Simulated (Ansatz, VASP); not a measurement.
Ga in VASP and in Ansatz

POSCAR

```
Ga
1.0
    0.0000000000      2.7980956521      2.7980956521
    2.7980956521      0.0000000000      2.7980956521
    2.7980956521      2.7980956521      0.0000000000
Ga
2
Direct
    0.5000000000      0.5000000000      0.5000000000
    0.7500000000      0.7500000000      0.7500000000
```

The input INCAR.step1:

```
SYSTEM = Ga
PREC = Accurate ; ENCUT = 600
ISMEAR = 0 ; SIGMA = 0.1
LREAL = .FALSE. ; LASPH = .TRUE.
NELM = 100 ; GGA = PE
ALGO = Normal ; EDIFF = 1E-4
LWAVE = .TRUE. ; LCHARG = .FALSE.
```

File INCAR.step2:

```
SYSTEM = Ga
PREC = Accurate ; ENCUT = 600
EDIFF = 1E-7 ; ISMEAR = 0
SIGMA = 0.1 ; LREAL = .FALSE.
LASPH = .TRUE. ; NELM = 100
ALGO = Normal ; ISIF = 3
LWAVE = .FALSE. ; LCHARG = .FALSE.
METAGGA = R2SCAN ; LMIXTAU = .TRUE.
IBRION = 2 ; NSW = 90
EDIFFG = -0.04 ; ISTART = 1
```

The input KPOINTS:

```
regular mesh
0
G
  6 6 6
  0 0 0
```

Input for Ansatz:

```yaml
crystal:
  lattice:
    - [0.0, 2.7980956521, 2.7980956521]
    - [2.7980956521, 0.0, 2.7980956521]
    - [2.7980956521, 2.7980956521, 0.0]
  atoms:
    - { symbol: Ga, position: [0.5, 0.5, 0.5] }
    - { symbol: Ga, position: [0.75, 0.75, 0.75] }
basis:
  ecutwfc: 500
kpoints:
  mp_grid: { grid: [6, 6, 6] }
hamiltonian:
  xc: r2scan
scf:
  occupations: { method: gaussian, width: 0.1 }
  lower_state_search: "off"
output:
  forces: true
  stress: true
  eigenvalues: true
relax:
  adjacent_minimum: "off"
  f_tol: 0.04
  max_steps: 70
  cell: { stress_tol: 0.4 }
```

Alike in both runs: task relaxation of cell and atoms; functional r2SCAN; k mesh 6 × 6 × 6; occupations gaussian, width 0.1 eV; no spin polarisation.

```csv
,VASP,Ansatz
version,VASP 6.6.1,Ansatz 0.2.0
potentials or method,"VASP PAW PBE potentials, release 64 (Ga_d)","scalar-relativistic, plane waves, PAW"
plane-wave cutoff (eV),600,500
valence electrons in the cell,26,26
```

|  | VASP | Ansatz | Ansatz less VASP |
| --- | --- | --- | --- |
| gap on the k mesh at the Fermi level, each at its own relaxed structure (eV) | none | none | - |
| relaxed volume (Å³/atom) | 23.96 | 23.79 | -0.167 |
| relaxed cell length with the largest relative difference (Å) | 4.077 | 4.067 | -0.0095 |
| energy change over the relaxation (meV/atom) | -29 | -29 | -0.3 |

A gap of «none» marks a metal or a gap that the smearing closes.

Caveats: the PAW data sets were made with another functional, which shifts forces and pressure a little (VASP).
